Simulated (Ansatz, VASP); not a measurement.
Ba: VASP beside Ansatz

```xyz
1
Lattice="0.0000 3.1612 3.1612 3.1612 0.0000 3.1612 3.1612 3.1612 0.0000" Properties=species:S:1:pos:R:3 pbc="T T T"
Ba    0.0000    0.0000    0.0000
```

Alike in both runs: task single point; functional PBEsol; k mesh 10 × 10 × 10; occupations fermi-dirac, width 0.1 eV; no spin polarisation.

|  | VASP | Ansatz |
| --- | --- | --- |
| version | VASP 6.6.1 | Ansatz 0.2.0 |
| potentials or method | VASP PAW PBE potentials, release 64 (Ba_sv) | plane waves (420 eV) with PAW, scalar-relativistic |
| plane-wave cutoff (eV) | 520 | 420 |
| valence electrons in the cell | 10 | 10 |

|  | VASP | Ansatz | Ansatz less VASP |
| --- | --- | --- | --- |
| pressure (GPa) | -0.5 | -0.6 | -0.06 |

Ansatz warned: «pseudo_functional_mismatch».

Caveats: the PAW data sets were made with another functional, which shifts forces and pressure a little (VASP). Spin-orbit coupling is left out, which matters for the levels of Ba.
